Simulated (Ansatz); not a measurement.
# Ni: starts and ends of a spin-polarised SCF, part 2 of 2

Aim: see which self-consistent states Ni reaches from different starts at one fixed geometry, and which of them is lowest. Ni is taken in its deposited structure (space group Fm-3m, primitive cell doubled), 2 atoms in the cell. Source: COD entry 2100655.

Ansatz 0.2.0; DFT r2SCAN, PAW, plane waves, scalar-relativistic. Earlier steps stand in the parts before.

## 6. Parallel moments scaled by 0.03, plain SCF

Contents of input.yaml:

```yaml
crystal:
  lattice:
    - [0.0, 1.7664, 1.7664]
    - [1.7664, 0.0, 1.7664]
    - [3.5328, 3.5328, 0.0]
  atoms:
    - { symbol: Ni, position: [0.0, 0.0, 0.0], spin: 0.06 }
    - { symbol: Ni, position: [0.0, 0.0, 0.5], spin: 0.06 }
magnetization:
  spin_polarized: true
hamiltonian:
  xc: r2scan
  pseudopotentials: { kind: paw }
basis:
  ecutwfc: 500
kpoints:
  mp_grid: { grid: [13, 13, 7] }
scf:
  occupations: { method: gaussian, width: 0.1 }
  lower_state_search: "off"
output:
  forces: true
  stress: true
  write_density: true
  write_potential: true
  elf: true
  volumetric_format: npy
```

Started as:

```sh
ansatz run input.yaml --threads 2 --pin off --max-ram 5120MiB --backend cpu --events-out ev --progress --plain --runs-dir out
```

What it wrote, shortened:

```text
[... 12 lines as in an earlier run ...]
Bands: 23, of which v1, the nominal top of the filled ones, is band 18 counted from 1 (17 counted from 0)
[... 7 lines as in an earlier run ...]
Starting moments: Σ|m| = 0.12 μB on 2 of 2 sites
[... 2 lines as in an earlier run ...]
[...]
SCF iter   1: F=-11690.150171 eV  HF=-11690.135185 eV  |F-HF|=1.50e-2  |Δ(HF+E_count)|=         —  Δρ=4.33e-2 (↑4.33e-2 ↓1.77e-2)  dr2=3.71e-1  dr2_τ=1.34e-2  dr2_m=4.51e-2  M=0.284 μB ∫|m|=0.288 μB  β_m=1.00  ethr=1.03e-3  ⟨swp⟩=1.0  Hψ=80010  notcnv=0
[...]
spin-set hold released at iteration 7 (site moments contracting): the magnetisation degrees of freedom join the quasi-Newton model from the next iteration; the mixer history was flushed
[...]
SCF iter  22: F=-11690.553112 eV  HF=-11690.553112 eV  |F-HF|=4.13e-8  |Δ(HF+E_count)|=   3.89e-7  Δρ=5.82e-6 (↑3.82e-6 ↓5.82e-6)  dr2=4.16e-9  dr2_τ=6.16e-11  dr2_m=3.66e-10  M=1.548 μB ∫|m|=1.902 μB  ethr=1.84e-11  ⟨swp⟩=9.2  Hψ=104984  notcnv=0
[...]
[... 1 line as in an earlier run ...]
SCF converged after 22 iterations
Magnetization: 1.5485 μB (18.7742 up, 17.2258 down)
Absolute magnetization: 1.9046 μB (∫|ρ↑−ρ↓|, with the PAW one-centre terms)
Spin contamination: 0.0467 ħ² per cell (⟨S²⟩ above its minimum at these occupations)
Per-site moments (μB) at R_I (Å): [(0.8443948681619122, 1.030452570087532), (0.8443948681619122, 1.030452570087532)]
Free energy (F): -11690.553112 eV
[...]
E sigma→0 (E₀):  -11690.546438 eV
Entropy (-TS):   -0.013348 eV (-6.674 meV/atom)
Fermi energy:    17.847184 eV
[... 31 lines left out: energy terms, forces, stress, bands ...]
```

It took 67 s on 2 threads of Arm Neoverse V1, shared host; peak memory 0.61 GiB.

Nothing new: the 22 iterations lead to the state found in step 2 (ferromagnetic).

## 7. Moments +- scaled by 0.5, plain SCF

Edit input.yaml of step 6 so:

```diff
@@ -6,4 +6,4 @@
   atoms:
-    - { symbol: Ni, position: [0.0, 0.0, 0.0], spin: 0.06 }
-    - { symbol: Ni, position: [0.0, 0.0, 0.5], spin: 0.06 }
+    - { symbol: Ni, position: [0.0, 0.0, 0.0], spin: 1.0 }
+    - { symbol: Ni, position: [0.0, 0.0, 0.5], spin: -1.0 }
 magnetization:
```

Started as:

```sh
ansatz run input.yaml --threads 2 --pin off --max-ram 5120MiB --backend cpu --events-out ev --progress --plain --runs-dir out
```

What it wrote, shortened:

```text
[... 20 lines as in an earlier run ...]
Starting moments: Σ|m| = 2 μB on 2 of 2 sites
[... 3 lines as in an earlier run ...]
[...]
SCF iter   1: F=-11690.188033 eV  HF=-11690.063446 eV  |F-HF|=1.25e-1  |Δ(HF+E_count)|=         —  Δρ=3.80e-2 (↑3.80e-2 ↓3.80e-2)  dr2=2.92e-1  dr2_τ=1.59e-2  dr2_m=1.52e-1  M=0.000 μB ∫|m|=1.410 μB  β_m=0.30  ethr=8.12e-4  ⟨swp⟩=1.0  Hψ=40390  notcnv=0
[...]
spin-set hold released at iteration 8 (site moments contracting): the magnetisation degrees of freedom join the quasi-Newton model from the next iteration; the mixer history was flushed
[...]
SCF iter  18: F=-11690.370253 eV  HF=-11690.370253 eV  |F-HF|=1.29e-8  |Δ(HF+E_count)|=   1.53e-7  Δρ=1.01e-5 (↑1.01e-5 ↓1.01e-5)  dr2=4.81e-8  dr2_τ=9.97e-11  dr2_m=2.86e-9  M=0.000 μB ∫|m|=1.182 μB  ethr=7.37e-11  ⟨swp⟩=9.4  Hψ=55136  notcnv=0
[...]
[... 1 line as in an earlier run ...]
SCF converged after 18 iterations
Magnetization: 0.0000 μB (18.0000 up, 18.0000 down)
Absolute magnetization: 1.1829 μB (∫|ρ↑−ρ↓|, with the PAW one-centre terms)
Spin contamination: 0.5702 ħ² per cell (⟨S²⟩ above its minimum at these occupations)
Per-site moments (μB) at R_I (Å): [(0.5672989034722526, 1.030452570087532), (-0.5672989034722526, 1.030452570087532)]
Free energy (F): -11690.370253 eV
[...]
E sigma→0 (E₀):  -11690.363558 eV
Entropy (-TS):   -0.013390 eV (-6.695 meV/atom)
Fermi energy:    17.555322 eV
[... 31 lines left out: energy terms, forces, stress, bands ...]
```

Run time: 33 s. Hardware: 2 threads of Arm Neoverse V1, shared host; peak memory 0.58 GiB.

This is the state of step 3 again (antiferromagnetic), after 18 iterations.

## 8. A moment on one site alone, plain SCF

Edit input.yaml of step 7 so:

```diff
@@ -6,4 +6,4 @@
   atoms:
-    - { symbol: Ni, position: [0.0, 0.0, 0.0], spin: 1.0 }
-    - { symbol: Ni, position: [0.0, 0.0, 0.5], spin: -1.0 }
+    - { symbol: Ni, position: [0.0, 0.0, 0.0], spin: 2.0 }
+    - { symbol: Ni, position: [0.0, 0.0, 0.5] }
 magnetization:
```

Started as:

```sh
ansatz run input.yaml --threads 2 --pin off --max-ram 5120MiB --backend cpu --events-out ev --progress --plain --runs-dir out
```

What it wrote, shortened:

```text
[... 20 lines as in an earlier run ...]
Starting moments: Σ|m| = 2 μB on 1 of 2 sites
[... 2 lines as in an earlier run ...]
SCF iter   1: F=-11685.668560 eV  HF=-11690.177421 eV  |F-HF|=4.51e0  |Δ(HF+E_count)|=         —  Δρ=1.06e-1 (↑1.06e-1 ↓5.62e-2)  dr2=5.20e0  dr2_τ=2.18e-2  dr2_m=2.15e-1  M=1.537 μB ∫|m|=1.692 μB  β_m=0.30  ethr=3.10e-3  ⟨swp⟩=5.3  Hψ=57603  notcnv=0
[...]
spin-set hold released at iteration 6 (the charge has settled, or the pull on large starting moments outlasts its swing): the magnetisation degrees of freedom join the quasi-Newton model from the next iteration; the mixer history was flushed
[...]
SCF iter  24: F=-11690.553112 eV  HF=-11690.553112 eV  |F-HF|=7.33e-8  |Δ(HF+E_count)|=   1.73e-7  Δρ=9.35e-6 (↑4.79e-6 ↓9.35e-6)  dr2=9.61e-9  dr2_τ=9.36e-11  dr2_m=2.07e-9  M=1.549 μB ∫|m|=1.902 μB  ethr=1.63e-11  ⟨swp⟩=8.7  Hψ=102406  notcnv=0
[...]
[... 1 line as in an earlier run ...]
SCF converged after 24 iterations
Magnetization: 1.5485 μB (18.7743 up, 17.2257 down)
Absolute magnetization: 1.9046 μB (∫|ρ↑−ρ↓|, with the PAW one-centre terms)
Spin contamination: 0.0467 ħ² per cell (⟨S²⟩ above its minimum at these occupations)
Per-site moments (μB) at R_I (Å): [(0.8444674009443355, 1.030452570087532), (0.8443948423163201, 1.030452570087532)]
Free energy (F): -11690.553112 eV
[...]
E sigma→0 (E₀):  -11690.546438 eV
Entropy (-TS):   -0.013347 eV (-6.674 meV/atom)
Fermi energy:    17.847251 eV
[... 31 lines left out: energy terms, forces, stress, bands ...]
```

It took 70 s on 2 threads of Arm Neoverse V1, shared host; peak memory 0.62 GiB.

This is the state of step 2 again (ferromagnetic), after 24 iterations.

## 9. Parallel moments, Broyden mixing, no switch to direct minimisation

Edit input.yaml of step 8 so:

```diff
@@ -7,3 +7,3 @@
     - { symbol: Ni, position: [0.0, 0.0, 0.0], spin: 2.0 }
-    - { symbol: Ni, position: [0.0, 0.0, 0.5] }
+    - { symbol: Ni, position: [0.0, 0.0, 0.5], spin: 2.0 }
 magnetization:
@@ -20,2 +20,4 @@
   lower_state_search: "off"
+  algorithm: density_mixing
+  mixing: { algorithm: broyden, beta: 0.3 }
 output:
```

Started as:

```sh
ansatz run input.yaml --threads 2 --pin off --max-ram 5120MiB --backend cpu --events-out ev --progress --plain --runs-dir out
```

What it wrote, shortened:

```text
[... 20 lines as in an earlier run ...]
Starting moments: Σ|m| = 4 μB on 2 of 2 sites
[... 3 lines as in an earlier run ...]
SCF iter   1: F=-11690.369205 eV  HF=-11689.731279 eV  |F-HF|=6.38e-1  |Δ(HF+E_count)|=         —  Δρ=1.13e-1 (↑9.17e-2 ↓1.13e-1)  dr2=6.20e-2  dr2_τ=3.45e-2  dr2_m=2.10e0  M=2.039 μB ∫|m|=2.334 μB  β_m=0.61  ethr=1.73e-4  ⟨swp⟩=1.6  Hψ=83303  notcnv=0
[...]
[... 1 line as in an earlier run ...]
[...]
SCF iter  14: F=-11690.553112 eV  HF=-11690.553112 eV  |F-HF|=1.63e-8  |Δ(HF+E_count)|=   3.32e-6  Δρ=1.04e-5 (↑1.04e-5 ↓6.50e-6)  dr2=1.25e-8  dr2_τ=1.28e-10  dr2_m=6.24e-9  M=1.548 μB ∫|m|=1.902 μB  ethr=2.78e-10  ⟨swp⟩=11.2  Hψ=125099  notcnv=0
[...]
[... 1 line as in an earlier run ...]
SCF converged after 14 iterations
Magnetization: 1.5483 μB (18.7741 up, 17.2259 down)
Absolute magnetization: 1.9043 μB (∫|ρ↑−ρ↓|, with the PAW one-centre terms)
Spin contamination: 0.0467 ħ² per cell (⟨S²⟩ above its minimum at these occupations)
Per-site moments (μB) at R_I (Å): [(0.8442910650534732, 1.030452570087532), (0.8442910650534732, 1.030452570087532)]
Free energy (F): -11690.553112 eV
[...]
E sigma→0 (E₀):  -11690.546437 eV
Entropy (-TS):   -0.013349 eV (-6.675 meV/atom)
Fermi energy:    17.847044 eV
[... 31 lines left out: energy terms, forces, stress, bands ...]
```

Run time: 49 s. Hardware: 2 threads of Arm Neoverse V1, shared host; peak memory 0.63 GiB.

This is the state of step 2 again (ferromagnetic), after 14 iterations.

## 10. Parallel moments, spin not held back in the first iterations, no switch to direct minimisation

Edit input.yaml of step 9 so:

```diff
@@ -21,3 +21,3 @@
   algorithm: density_mixing
-  mixing: { algorithm: broyden, beta: 0.3 }
+  mixing: { spin_hold: "off" }
 output:
```

Started as:

```sh
ansatz run input.yaml --threads 2 --pin off --max-ram 5120MiB --backend cpu --events-out ev --progress --plain --runs-dir out
```

What it wrote, shortened:

```text
[... 20 lines as in an earlier run ...]
Starting moments: Σ|m| = 4 μB on 2 of 2 sites
[... 2 lines as in an earlier run ...]
[...]
SCF iter   1: F=-11690.364912 eV  HF=-11689.603711 eV  |F-HF|=7.61e-1  |Δ(HF+E_count)|=         —  Δρ=1.12e-1 (↑8.80e-2 ↓1.12e-1)  dr2=7.77e-2  dr2_τ=3.79e-2  dr2_m=2.01e0  M=2.031 μB ∫|m|=2.216 μB  β_m=0.61  ethr=2.17e-4  ⟨swp⟩=1.5  Hψ=83066  notcnv=0
[...]
SCF iter  16: F=-11690.553112 eV  HF=-11690.553112 eV  |F-HF|=6.45e-9  |Δ(HF+E_count)|=   1.36e-7  Δρ=4.51e-6 (↑3.67e-6 ↓4.51e-6)  dr2=7.04e-9  dr2_τ=1.41e-11  dr2_m=5.30e-11  M=1.548 μB ∫|m|=1.902 μB  ethr=1.49e-11  ⟨swp⟩=8.3  Hψ=94638  notcnv=0
[...]
[... 1 line as in an earlier run ...]
SCF converged after 16 iterations
Magnetization: 1.5484 μB (18.7742 up, 17.2258 down)
Absolute magnetization: 1.9044 μB (∫|ρ↑−ρ↓|, with the PAW one-centre terms)
Spin contamination: 0.0467 ħ² per cell (⟨S²⟩ above its minimum at these occupations)
Per-site moments (μB) at R_I (Å): [(0.844353451160499, 1.030452570087532), (0.844353451160499, 1.030452570087532)]
Free energy (F): -11690.553112 eV
[...]
E sigma→0 (E₀):  -11690.546438 eV
Entropy (-TS):   -0.013348 eV (-6.674 meV/atom)
Fermi energy:    17.847168 eV
[... 31 lines left out: energy terms, forces, stress, bands ...]
```

Wall time 62 s (2 threads of Arm Neoverse V1, shared host); peak memory 0.62 GiB.

The run ends in the same state as step 2 (ferromagnetic); it took 16 iterations.

## 11. All ends together

| step | iterations | state | moments of Ni1 Ni2 (μB) | total (μB) | gap (eV) | pressure (GPa) | above lowest (meV/atom) |
| --- | --- | --- | --- | --- | --- | --- | --- |
| 2 | 14 | 1 | 0.84 0.84 | 1.55 | none | -9.0 | 0.0 |
| 3 | 16 | 2 | 0.57 -0.57 | 0.00 | none | -9.5 | 91.4 |
| 4 | 9 | 3 | 0.00 0.00 | 0.00 | none | -11.8 | 129 |
| 5 | 12 | 1 | 0.84 0.84 | 1.55 | none | -9.0 | 0.0 |
| 6 | 22 | 1 | 0.84 0.84 | 1.55 | none | -8.9 | 0.0 |
| 7 | 18 | 2 | 0.57 -0.57 | 0.00 | none | -9.5 | 91.4 |
| 8 | 24 | 1 | 0.84 0.84 | 1.55 | none | -8.9 | 0.0 |
| 9 | 14 | 1 | 0.84 0.84 | 1.55 | none | -9.0 | 0.0 |
| 10 | 16 | 1 | 0.84 0.84 | 1.55 | none | -9.0 | 0.0 |

States are numbered from the lowest. Starts by step: 2 parallel moments, plain SCF; 3 opposed moments +-, plain SCF; 4 no spin polarisation; 5 spin on, no moments given (the program may seed its own), plain SCF; 6 parallel moments scaled by 0.03, plain SCF; 7 moments +- scaled by 0.5, plain SCF; 8 a moment on one site alone, plain SCF; 9 parallel moments, Broyden mixing, no switch to direct minimisation; 10 parallel moments, spin not held back in the first iterations, no switch to direct minimisation.

The 9 runs of this session took 6.7 min in all, from 15 s to 70 s each.

Decimal logarithm of the largest residual (eV) by iteration, counted through all cycles of a run (7 of the 9 runs):

```
iteration  step 2  step 3  step 4  step 5  step 6  step 7  step 10
        1     0.3     0.4    -1.2     0.8    -0.4    -0.5      0.3
        2    -0.3     0.2    -2.1    -0.7    -1.0    -1.0     -0.4
        3    -2.2    -0.9    -2.5    -1.0    -1.1    -1.1     -2.3
        4    -1.9    -1.5    -2.5    -1.4    -0.9    -1.3     -1.9
        5    -2.3    -2.1    -3.5    -1.4    -1.3    -1.4     -2.3
        7    -4.5    -2.9    -5.9    -3.2    -2.3    -1.8     -4.6
        9    -5.7    -3.8    -8.6    -4.5    -2.5    -2.1     -5.8
       11    -5.9    -4.9       -    -7.2    -3.8    -3.4     -6.0
       12    -6.1    -4.9       -    -8.3    -3.8    -4.3     -6.2
       14    -7.9    -6.7       -       -    -3.8    -5.6     -8.0
       16       -    -8.5       -       -    -5.1    -6.9     -8.2
       18       -       -       -       -    -6.3    -7.3        -
       20       -       -       -       -    -7.5       -        -
       22       -       -       -       -    -8.4       -        -
```

## 12. Outcome

This closing draws on all 2 parts.

| quantity | value |
| --- | --- |
| distinct states | 3 from 9 converged runs |
| lowest state from plain starts | ferromagnetic |
| its moments | Ni1 0.84, Ni2 0.84 μB |
| total moment | 1.55 μB per cell |
| gap on the k-mesh | none |
| pressure | -9.0 GPa |
| largest force | 0.000 eV/Å |
| next state | antiferromagnetic, 91.4 meV/atom higher |
| highest state | non-magnetic (no spin polarisation), 129 meV/atom higher |

In words: The 9 converged runs end in 3 distinct states. Switching spin polarisation off costs 129 meV/atom in free energy, smearing entropy included. The best antiferromagnetic state lies 91.4 meV/atom above the best ferromagnetic one. The search isn't exhaustive: larger magnetic cells and non-collinear orders weren't tried. The mesh has less symmetry than the lattice, which lowers the symmetry of the run.
